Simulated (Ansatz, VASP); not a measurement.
# Cross-check of Sn24O47 (V_O) between VASP and Ansatz

Aim: how closely do two programs agree when they are given the same cell, functional and k mesh? The cell is taken from a series of runs on this material, whose earlier steps may have relaxed, scaled, displaced or heated it; both programs get it as it stands.

Calculated with Ansatz 0.2.0; plane waves, with VASP 6.6.1 beside it; single point at PBEsol.

### 1. The structure

The cell holds 71 atoms: 24 Sn and 47 O. Its edges and angles: a = 9.536 Å, b = 9.536 Å, c = 9.636 Å, α = 90.0°, β = 90.0°, γ = 90.0°. It derives from SnO2 (SnO2 (P4_2/mnm)). Nearest the centre at fractional (0.403, 0.597, 0.500): Sn22 at 2.17 Å, Sn24 at 2.18 Å, Sn9 at 2.21 Å, O52 at 2.55 Å, O43 at 2.84 Å, O42 at 2.84 Å, O46 at 2.84 Å, O47 at 2.85 Å. The cell carries charge +1.

Structure file:

```cif
data_structure
_symmetry_space_group_name_H-M 'P 1'
_symmetry_Int_Tables_number 1
_cell_length_a 9.5356
_cell_length_b 9.5356
_cell_length_c 9.6357
_cell_angle_alpha 90.000
_cell_angle_beta 90.000
_cell_angle_gamma 90.000
_cell_volume 876.16
loop_
_atom_site_label
_atom_site_type_symbol
_atom_site_fract_x
_atom_site_fract_y
_atom_site_fract_z
_atom_site_occupancy
Sn1 Sn 0.24863 0.25035 0.16682 1
Sn2 Sn 0.00276 0.99692 0.00039 1
Sn3 Sn 0.24798 0.24874 0.50046 1
Sn4 Sn 0.99645 0.00317 0.33229 1
Sn5 Sn 0.24870 0.25052 0.83414 1
Sn6 Sn 0.99655 0.00322 0.66849 1
Sn7 Sn 0.25062 0.74915 0.16729 1
Sn8 Sn 0.99880 0.50107 0.00041 1
Sn9 Sn 0.23879 0.76086 0.50040 1
Sn10 Sn 0.99921 0.49905 0.33398 1
Sn11 Sn 0.25056 0.74904 0.83352 1
Sn12 Sn 0.99921 0.49903 0.66677 1
Sn13 Sn 0.75139 0.24832 0.16588 1
Sn14 Sn 0.49861 0.00087 0.00040 1
Sn15 Sn 0.74957 0.25009 0.50040 1
Sn16 Sn 0.50066 0.00045 0.33402 1
Sn17 Sn 0.75136 0.24826 0.83489 1
Sn18 Sn 0.50060 0.00046 0.66682 1
Sn19 Sn 0.74916 0.75096 0.16667 1
Sn20 Sn 0.49923 0.50046 0.00040 1
Sn21 Sn 0.75096 0.75173 0.50035 1
Sn22 Sn 0.50553 0.49402 0.32612 1
Sn23 Sn 0.74935 0.75109 0.83398 1
Sn24 Sn 0.50569 0.49416 0.67467 1
O25 O 0.09610 0.40375 0.16710 1
O26 O 0.40106 0.09612 0.16853 1
O27 O 0.15297 0.15218 0.00037 1
O28 O 0.34685 0.34660 0.00061 1
O29 O 0.09422 0.40100 0.50039 1
O30 O 0.40094 0.09560 0.50042 1
O31 O 0.15211 0.15362 0.33336 1
O32 O 0.34472 0.35111 0.33591 1
O33 O 0.09610 0.40386 0.83377 1
O34 O 0.40135 0.09652 0.83234 1
O35 O 0.15220 0.15362 0.66753 1
O36 O 0.34465 0.35147 0.66502 1
O37 O 0.09772 0.90206 0.16993 1
O38 O 0.40379 0.59629 0.16722 1
O39 O 0.15344 0.65292 0.00043 1
O40 O 0.34680 0.84619 0.00041 1
O41 O 0.09148 0.90821 0.50037 1
O42 O 0.15960 0.64799 0.33717 1
O43 O 0.35204 0.83971 0.33741 1
O44 O 0.09772 0.90202 0.83088 1
O45 O 0.40340 0.59587 0.83358 1
O46 O 0.15991 0.64769 0.66342 1
O47 O 0.35167 0.84007 0.66360 1
O48 O 0.59851 0.40130 0.16337 1
O49 O 0.90337 0.09627 0.16508 1
O50 O 0.65254 0.15265 0.00039 1
O51 O 0.84704 0.34710 0.00037 1
O52 O 0.59193 0.40778 0.50037 1
O53 O 0.90133 0.09831 0.50038 1
O54 O 0.65088 0.15634 0.33358 1
O55 O 0.84326 0.34884 0.33370 1
O56 O 0.59841 0.40119 0.83741 1
O57 O 0.90338 0.09625 0.83569 1
O58 O 0.65078 0.15644 0.66710 1
O59 O 0.84337 0.34877 0.66720 1
O60 O 0.59585 0.90358 0.16703 1
O61 O 0.90310 0.59826 0.16847 1
O62 O 0.65306 0.65285 0.00020 1
O63 O 0.84755 0.84667 0.00045 1
O64 O 0.59873 0.90552 0.50042 1
O65 O 0.90406 0.59873 0.50034 1
O66 O 0.64812 0.65509 0.33581 1
O67 O 0.84609 0.84745 0.33326 1
O68 O 0.59591 0.90358 0.83370 1
O69 O 0.90353 0.59861 0.83227 1
O70 O 0.64865 0.65496 0.66490 1
O71 O 0.84613 0.84756 0.66743 1
```

### 2. Ansatz: single point, PBEsol, pair 1

Ansatz runs on its PAW soft_1 files.

A single point gives forces, pressure and levels at one fixed geometry, so differences don't come from the geometry; what else differs is listed under the comparison.

input.yaml

```yaml
crystal:
  checkpoint: "../qp1_M1.relax.run"
  host: checkpoint
total_charge: 1
basis:
  ecutwfc: 420
  xc_grid: 2
hamiltonian:
  xc: pbesol
  pseudopotentials: { kind: paw, azcp: { folder: soft_1 }, xc_functional: pbe }
kpoints:
  mp_grid: { grid: [1, 1, 1] }
magnetization:
  spin_polarized: true
  initial_magnetization: 1
  spin_locking: { lock_magnetization: hard }
scf:
  occupations: { method: fixed }
  max_iter: 60
output:
  forces: true
  charged_corrections:
    epsilon: [4.6, 4.6, 4.91]
    static_epsilon: [13.48, 13.48, 10.42]
    defect_position: [0.403136, 0.596864, 0.5]
  eigenvalues: true
checkpoint:
  read: "../qp1_M1.relax.run"
  write: "../qp1_M1.gamma.run"
  compress: false
  write_wavefunctions: false
  write_every: 100000
```

Command:

```bash
ansatz run input.yaml --threads 32 --pin off --max-ram 84787MiB --backend cuda --events-out ev --progress --plain --runs-dir out --max-vram 78GiB
```

Numbers of over 12 decimals in the logs are rounded to 6 here.

Output:

```text
crystal.checkpoint: the structure is that of <dir>, a `relax` run, at its step 4: its result, under pbesol at a charge of 1 e; 71 atoms read, 0 with a starting moment; crystal.structure_sha256 for this input is
Engine: ansatz 0.2.0, aarch64-unknown-linux-gnu
Pseudopotentials: kind: paw
Pseudopotential: Sn, paw, valence charge 14, recommended cutoff 420 eV (normal), soft_1/Sn.paw.azcp
Pseudopotential: O, paw, valence charge 6, recommended cutoff 420 eV (normal), soft_1/O.paw.azcp
Functional definition: PBEsol
  exchange = pbesol_x
  correlation = pbesol_c
device memory: the entry about to start is reckoned to put 6.0 GiB on a device that reports 169.3 GiB free (of which the cap on the GPU budget leaves the run 78.0 GiB)
GPU FFT provider: cuFFT
GPU libraries: cuBLAS 13.8.1, cuFFT 12.4.0, cuSOLVER 12.3.2
GPU matrix products: emulated (plane waves: as basis.precision tells), large ones in fixed point in workspaces of 1.00 GiB
Crystal: 71 atoms, lattice volume = 876.157 Å³
Basis set: ecut = 420 eV, 17081 PW (Γ), exchange–correlation on 128×128×144 points (8 copies of the dense FFT grid, shifted against one another)
Bands: 380, of which v1, the nominal top of the filled ones, is band 309 counted from 1 (308 counted from 0)
Symmetry: 1 space group operations
Space group: P1 (ITA 1), of the structure as read, at distance tolerance 9.6e-5 Å
Magnetic group: BNS 1.1 (UNI 1), of the structure as read, at distance tolerance 9.6e-5 Å
k-points: 1
Non-local potential: Sn, projectors of the file, l = 0: 2, l = 1: 2, l = 2: 2, l = 3: 1
Non-local potential: O, projectors of the file, l = 0: 2, l = 1: 2, l = 2: 1
PAW form: soft (Blöchl's): semilocal exchange-correlation on the pseudo side does not see the compensation charge
PAW frozen core: Sn, regenerated for the run's functional, and the local potential with it (the file was generated under x = pbe(κ = 0.804, μ = 0.219515), c = pbe(β = 0.066725))
PAW frozen core: O, regenerated for the run's functional, and the local potential with it (the file was generated under x = pbe(κ = 0.804, μ = 0.219515), c = pbe(β = 0.066725))
PAW one-centre angular grid: Sn, 590 points (default); XC on 64 Gauss nodes
PAW one-centre angular grid: O, 110 points (default); XC on 64 Gauss nodes
Initial density: read from a saved state, or passed on in memory by an earlier SCF of this step, an earlier step, the calling program or the single point that the run made first
Stability of the state it starts from, as read at its close in the collinear treatment: not read negative (Ritz values of 1 − χ₀K, real part plus size of imaginary part, from 1.1 to 1.4, by its mixing steps under no symmetry); read among states of the locked total moment alone; its run was given moments
Starting moments: Σ|m| = 1 μB on 71 of 71 sites; this step starts from the density that it was given
Initial wavefunctions: pseudopotential atomic-orbital guess — the wavefunctions supplied were not used: wavefunction packing (Γ-real/complex/spinor) differs
GPU buffer pool allocated for 294912 grid points (all kernels)
GPU transforms: local potential and band sums: pruned to the plane-wave sphere, on 64×64×72
Functional: x = pbesol(κ = 0.804, μ = 0.123457), c = pbesol(β = 0.046)
iter 1 solved again at ethr=2.75e-5 eV; its pass at ethr=3.10e-3 eV (dr2=1.70e-1 eV) is discarded
SCF iter   1: F=—  HF=-169166.502627 eV  |Δ(HF+E_count)|=         —  Δρ=2.05e-3 (↑2.05e-3 ↓9.31e-4)  dr2=1.73e-1  dr2_m=8.39e-3  M=1.000 μB ∫|m|=1.066 μB  Hψ=3921
preconditioner: auto → Resta (q_TF=auto, 2.573 Å⁻¹)  ε∞=3.6  [insulator: Δε(μ)=0.613 eV  Ē_g=19.293 eV  n_scr=250 (ndim 8)  ℏωp=31.2 eV  f_vac=0.026  ε∞_Penn≈3.6]
spin=Collinear: Resta preconditioning applied to the charge; magnetization (m = ρ↑ − ρ↓) channel mixes plain (no charge-response kernel on spin).
SCF iter   2: F=—  HF=-169166.485358 eV  |Δ(HF+E_count)|=   1.73e-2  Δρ=1.30e-3 (↑1.30e-3 ↓6.52e-4)  dr2=6.38e-2  dr2_m=3.99e-3  M=1.000 μB ∫|m|=1.068 μB  Hψ=808
SCF iter   3: F=—  HF=-169166.477683 eV  |Δ(HF+E_count)|=   7.67e-3  Δρ=4.28e-4 (↑4.28e-4 ↓2.76e-4)  dr2=4.93e-3  dr2_m=2.69e-4  M=1.000 μB ∫|m|=1.075 μB  Hψ=1560
SCF iter   4: F=—  HF=-169166.473146 eV  |Δ(HF+E_count)|=   4.54e-3  Δρ=1.48e-4 (↑1.39e-4 ↓1.48e-4)  dr2=8.32e-4  dr2_m=1.75e-5  M=1.000 μB ∫|m|=1.079 μB  Hψ=1075
SCF iter   5: F=—  HF=-169166.473123 eV  |Δ(HF+E_count)|=   2.31e-5  Δρ=6.45e-5 (↑5.99e-5 ↓6.45e-5)  dr2=1.28e-4  dr2_m=1.93e-6  M=1.000 μB ∫|m|=1.080 μB  Hψ=1250
SCF iter   6: F=—  HF=-169166.473148 eV  |Δ(HF+E_count)|=   2.42e-5  Δρ=2.93e-5 (↑2.82e-5 ↓2.93e-5)  dr2=2.06e-5  dr2_m=1.12e-6  M=1.000 μB ∫|m|=1.081 μB  Hψ=1126
SCF iter   7: F=—  HF=-169166.476740 eV  |Δ(HF+E_count)|=   3.59e-3  Δρ=1.71e-5 (↑1.71e-5 ↓1.70e-5)  dr2=8.22e-6  dr2_m=1.57e-7  M=1.000 μB ∫|m|=1.081 μB  Hψ=1374
SCF iter   8: F=—  HF=-169166.476741 eV  |Δ(HF+E_count)|=   5.30e-7  Δρ=3.82e-6 (↑3.82e-6 ↓3.57e-6)  dr2=3.56e-7  dr2_m=2.83e-8  M=1.000 μB ∫|m|=1.081 μB  Hψ=999
SCF iter   9: F=—  HF=-169166.476741 eV  |Δ(HF+E_count)|=   3.84e-7  Δρ=2.09e-6 (↑2.09e-6 ↓2.08e-6)  dr2=1.17e-7  dr2_m=4.12e-9  M=1.000 μB ∫|m|=1.081 μB  Hψ=4605
SCF iter  10: F=—  HF=-169166.476741 eV  |Δ(HF+E_count)|=   4.05e-8  Δρ=1.24e-6 (↑1.24e-6 ↓1.15e-6)  dr2=3.88e-8  dr2_m=8.30e-10  M=1.000 μB ∫|m|=1.081 μB  Hψ=2186
SCF iter  11: F=-169166.476741 eV  HF=-169166.476741 eV  |Δ(HF+E_count)|=   4.74e-9  Δρ=2.34e-7 (↑2.17e-7 ↓2.34e-7)  dr2=1.65e-9  dr2_m=7.49e-11  M=1.000 μB ∫|m|=1.081 μB  Hψ=1837
SCF 1 converged in 11 iterations: F = -169166.476741 eV  dr2 = 1.65e-9
  greatest PAW one-centre occupation: 0.997 electrons in one spin orbital (limit 2), on the Sn atom at site 7 (counted from 0), in its partial waves of l = 2
SCF converged after 11 iterations
Stability checked in part: among states of this total moment the steps that led to this state did not find it unstable. No probe was made; neither looks for a lower state of another moment (fixed_total_moment; see scf.lower_state_search)
Magnetization: 1.0000 μB (309.0000 up, 308.0000 down)
Absolute magnetization: 1.0689 μB (∫|ρ↑−ρ↓|, with the PAW one-centre terms)
Spin contamination: 0.0010 ħ² per cell (⟨S²⟩ above its minimum at these occupations)
Per-site moments (μB) at R_I (Å): [(0.00669953, 0.850929), (0.00522158, 0.849727), (0.00386876, 0.850929), (0.00402339, 0.852951), (0.00278311, 0.849727), (0.00458281, 0.851763), (0.00519415, 0.850230), (0.00537657, 0.842532), (0.00368007, 0.851180938
Free energy (F): -169166.476741 eV
Harris-Foulkes:  -169166.476741 eV  (|F-HF|=9.60e-10)
Internal energy: -169166.476741 eV  (E = F + TS)
E sigma→0 (E₀):  -169166.476741 eV
Fermi energy:    9.422508 (↑ 9.422508, ↓ 9.050800) eV
--- Per-component energies (eV) ---
  E_band       = -1662.961866
  E_kinetic    = 12000.736292
  E_local      = -38732.318269  (includes V_loc(G=0)·N_el)
  E_nonlocal   = 6015.971645
  E_hartree    = 17579.829038
  E_xc         = -6282.903888
  E_vxc        = -6160.997482  (∫ρ·V_xc dr)
  E_paw        = -110589.322041  (= ΣΔE_a)
  E_vpaw       = -9946.057487  (= ΣTr[D̂ρ^β])
  E_aug_tail   = 0.045848  (compensation charges beyond the density's cutoff)
  E_ewald      = -49167.010046
  E_core_change = 8.494681  (= ΣΔE_core)
  E_smearing   = -0.000000  (= −TS)
  E_closure    = -0.000000  (closes the sum)
  E_deformation_potential = 17.409838  (in the stress; not in F)
  Σ components = -169166.476741   (vs F -169166.476741, Δ=0.00e0)
--- Forces (eV/Å), atoms counted from 1 ---
  atom   1  Sn    -0.08457576    -0.08293251    -0.13917997
  atom   2  Sn    -0.01172718     0.01265782     0.00063380
  atom   3  O      0.03046149     0.00107804     0.03443078
  atom   4  O     -0.02681563     0.01999698     0.04205404
  atom   5  O      0.01486754     0.00944095     0.00430703
  atom   6  O      0.03442139     0.04102275    -0.00883789
  [... 65 more lines of this table ...]
  max |Σ_I F_I| component: 3.41e-6 eV/Å
--- Charged-cell corrections in eV (Makov–Payne, q = +1.000 e, ε = [4.600, 4.600, 4.910] of the electrons, [13.480, 13.480, 10.420] with the ions) ---
  F (periodic)     = -169166.476741  (uncorrected; the corrections below are reported, never added to it)
  E_corr1          = +0.454041  (monopole, q²α_M/2ε̄L, of the cell on which ε is isotropic)
  F Makov-Payne    = n/a  (the rows are of the electrons' constant alone; ansatz place-levels tells what screens the charge)
  no potential alignment in this run, which stands beside a crystal: run the host's input off ansatz write-host-input, and read the two finished runs by ansatz place-levels (neither reads a slab, a wire or a sheet, whose cell leaves a vacuum)
--- Band table (eV) ---
  k-point 0 ↑: bands = ["-12.1132", "-12.0139", "-11.9975", "-11.9446", "-11.9219", "-11.8891", "-11.7554", "-11.6854", "-11.6840", "-11.6740", "-11.6547", "-11.6184", "-11.6167", "-11.6067", "-11.588
  k-point 0 ↓: bands = ["-12.0963", "-12.0001", "-11.9820", "-11.9264", "-11.9130", "-11.8787", "-11.7472", "-11.6781", "-11.6777", "-11.6687", "-11.6468", "-11.6127", "-11.6093", "-11.6001", "-11.581
```

The column dr2 measures how far the density is from self-consistency, as an energy; F and HF (Harris–Foulkes) agree once it is small.

### 3. VASP: single point, PBEsol, pair 1

The same cell, functional and mesh now go to VASP, with its own data sets.

Lines of VASP's logs that name or quote its potential files are left out, and so is its time.

INCAR

```
SYSTEM = Sn24O47
PREC = Accurate
ENCUT = 520
EDIFF = 1E-06
NELM = 200
ISMEAR = 0
SIGMA = 0.01
LREAL = Auto
ALGO = Normal
GGA = PS
NELECT = 617
NBANDS = 360
ISPIN = 2
MAGMOM = 0.01 0 0 0 0.01 0 0.01 0.01 0.01 0.01 0.01 0.01 0 0.01 0.01 0.01 0 0.01 0.01 0.01 0 0.02 0.01 0.02 0 0 0 0 0 0 0.01 0.01 0 0 0.01 0.01 0 0.01 0 0 0 0.01 0.01 0 0.01 0.01 0.01 0 0 0 0 0.04 0 0.01 0.01 0 0 0.01 0.01 0 0 0 0 0 0 0.01 0.01 0 0 0.01 0.01
LORBIT = 11
LWAVE = .FALSE.
LCHARG = .FALSE.
ISIF = 2
NUPDOWN = 1
LASPH = .TRUE.
GGA_COMPAT = .FALSE.
NCORE = 2
```

POSCAR

```
Sn24O47
1.0
    9.5356236445      0.0000000000      0.0000000000
    0.0000000000      9.5356236445      0.0000000000
    0.0000000000      0.0000000000      9.6357079698
Sn O
24 47
Direct
    0.2486300000      0.2503500000      0.1668200000
    0.0027600000      0.9969200000      0.0003900000
    0.2479800000      0.2487400000      0.5004600000
    0.9964500000      0.0031700000      0.3322900000
    0.2487000000      0.2505200000      0.8341400000
    0.9965500000      0.0032200000      0.6684900000
    0.2506200000      0.7491500000      0.1672900000
    0.9988000000      0.5010700000      0.0004100000
    0.2387900000      0.7608600000      0.5004000000
    0.9992100000      0.4990500000      0.3339800000
    0.2505600000      0.7490400000      0.8335200000
    0.9992100000      0.4990300000      0.6667700000
    0.7513900000      0.2483200000      0.1658800000
    0.4986100000      0.0008700000      0.0004000000
    0.7495700000      0.2500900000      0.5004000000
    0.5006600000      0.0004500000      0.3340200000
    0.7513600000      0.2482600000      0.8348900000
    0.5006000000      0.0004600000      0.6668200000
    0.7491600000      0.7509600000      0.1666700000
    0.4992300000      0.5004600000      0.0004000000
    0.7509600000      0.7517300000      0.5003500000
    0.5055300000      0.4940200000      0.3261200000
    0.7493500000      0.7510900000      0.8339800000
    0.5056900000      0.4941600000      0.6746700000
    0.0961000000      0.4037500000      0.1671000000
    0.4010600000      0.0961200000      0.1685300000
    0.1529700000      0.1521800000      0.0003700000
    0.3468500000      0.3466000000      0.0006100000
    0.0942200000      0.4010000000      0.5003900000
    0.4009400000      0.0956000000      0.5004200000
    0.1521100000      0.1536200000      0.3333600000
    0.3447200000      0.3511100000      0.3359100000
    0.0961000000      0.4038600000      0.8337700000
    0.4013500000      0.0965200000      0.8323400000
    0.1522000000      0.1536200000      0.6675300000
    0.3446500000      0.3514700000      0.6650200000
    0.0977200000      0.9020600000      0.1699300000
    0.4037900000      0.5962900000      0.1672200000
    0.1534400000      0.6529200000      0.0004300000
    0.3468000000      0.8461900000      0.0004100000
    0.0914800000      0.9082100000      0.5003700000
    0.1596000000      0.6479900000      0.3371700000
    0.3520400000      0.8397100000      0.3374100000
    0.0977200000      0.9020200000      0.8308800000
    0.4034000000      0.5958700000      0.8335800000
    0.1599100000      0.6476900000      0.6634200000
    0.3516700000      0.8400700000      0.6636000000
    0.5985100000      0.4013000000      0.1633700000
    0.9033700000      0.0962700000      0.1650800000
    0.6525400000      0.1526500000      0.0003900000
    0.8470400000      0.3471000000      0.0003700000
    0.5919300000      0.4077800000      0.5003700000
    0.9013300000      0.0983100000      0.5003800000
    0.6508800000      0.1563400000      0.3335800000
    0.8432600000      0.3488400000      0.3337000000
    0.5984100000      0.4011900000      0.8374100000
    0.9033800000      0.0962500000      0.8356900000
    0.6507800000      0.1564400000      0.6671000000
    0.8433700000      0.3487700000      0.6672000000
    0.5958500000      0.9035800000      0.1670300000
    0.9031000000      0.5982600000      0.1684700000
    0.6530600000      0.6528500000      0.0002000000
    0.8475500000      0.8466700000      0.0004500000
    0.5987300000      0.9055200000      0.5004200000
    0.9040600000      0.5987300000      0.5003400000
    0.6481200000      0.6550900000      0.3358100000
    0.8460900000      0.8474500000      0.3332600000
    0.5959100000      0.9035800000      0.8337000000
    0.9035300000      0.5986100000      0.8322700000
    0.6486500000      0.6549600000      0.6649000000
    0.8461300000      0.8475600000      0.6674300000
```

KPOINTS

```
Automatic mesh
0
Gamma
1 1 1
0 0 0
```

Potentials, in the order of the species: Sn_d and O (PBE family, release 64).

Command:

```bash
mpirun -np 8 vasp_gam
```

Output:

```text
[banner, memory and clock lines left out]
running    8 mpi-ranks, on    1 nodes
[...]
|                                                                             |
|               ----> ADVICE to this user running VASP <----                  |
|                                                                             |
|     You enforced a specific xc type in the INCAR file but a different       |
|     [... a line on the potential file left out ...]
|     I HOPE YOU KNOW WHAT YOU ARE DOING!                                     |
|                                                                             |

 LDA part: xc-table for (Slater+PW92), standard interpolation
 POSCAR, INCAR and KPOINTS ok, starting setup
[...]
entering main loop
       N       E                     dE             d eps       ncg     rms          rms(c)
DAV:   1     0.176244133817E+05    0.17624E+05   -0.24161E+05  1576   0.308E+03
DAV:   2     0.440833396570E+04   -0.13216E+05   -0.12670E+05  1440   0.961E+02
DAV:   3     0.141100054716E+03   -0.42672E+04   -0.39862E+04  1648   0.385E+02
DAV:   4    -0.501537369515E+03   -0.64264E+03   -0.62702E+03  1656   0.164E+02
DAV:   5    -0.537283302703E+03   -0.35746E+02   -0.35282E+02  1712   0.386E+01BRMIX: very serious problems
 the old and the new charge density differ
 old charge density:   618.00000 new  617.00001
    0.500E+01
DAV:   6    -0.472602574404E+03    0.64681E+02   -0.24417E+02  2208   0.685E+01    0.189E+01
DAV:   7    -0.474083815882E+03   -0.14812E+01   -0.30685E+01  1664   0.100E+01    0.112E+01
DAV:   8    -0.473674360589E+03    0.40946E+00   -0.45477E+00  1952   0.679E+00    0.299E+00
DAV:   9    -0.473450842663E+03    0.22352E+00   -0.11666E+00  2048   0.470E+00    0.669E-01
[...]
DAV:  14    -0.473464588174E+03   -0.84899E-05   -0.66863E-05  2008   0.286E-02    0.132E-02
DAV:  15    -0.473464590466E+03   -0.22923E-05   -0.15222E-05  1632   0.112E-02    0.701E-03
DAV:  16    -0.473464590755E+03   -0.28909E-06   -0.48321E-06  1520   0.882E-03
   1 F= -.47346459E+03 E0= -.47346459E+03  d E =-.525291E-43  mag=     1.0000
```

OUTCAR, selected parts (step 3):

```text
  FREE ENERGIE OF THE ION-ELECTRON SYSTEM (eV)
  ---------------------------------------------------
  free  energy   TOTEN  =      -473.4645907553 eV

  energy  without entropy=     -473.4645907553  energy(sigma->0) =     -473.46459076

 magnetization (x)
# of ion       s       p       d       tot
------------------------------------------
    1        0.017   0.001   0.000   0.019
    2        0.013   0.001   0.000   0.014
    3        0.013   0.001   0.000   0.014
    4        0.014   0.001   0.001   0.015
    5        0.017   0.001   0.000   0.019
    6        0.014   0.001   0.001   0.015
    7        0.016   0.001   0.001   0.017
    8        0.014   0.001   0.000   0.015
    9        0.022   0.005   0.005   0.033
   10        0.014   0.001   0.001   0.015
   11        0.016   0.001   0.001   0.017
   12        0.014   0.001   0.001   0.015
   13        0.012   0.001   0.000   0.013
[...]
--------------------------------------------------
tot          0.596   0.134   0.028   0.758
```

The cell is charged against a uniform background.

The run ends at a pressure of -0.58 GPa, with forces up to 0.67 eV/Å.

(Continued in part 2 of 2.)

[Lines on the potential files, build, host, timing and source positions are cut from VASP's logs without a mark.]

[Logs are printed without paths, hosts, clocks, repeated set-up lines and the standing remarks that a program may print on its own settings, such as how far it seeks lower states.]

[Hosts, paths, dates, database ids (printed as entryN), source tags and the programs' standing remarks are cut or masked in the printed files.]
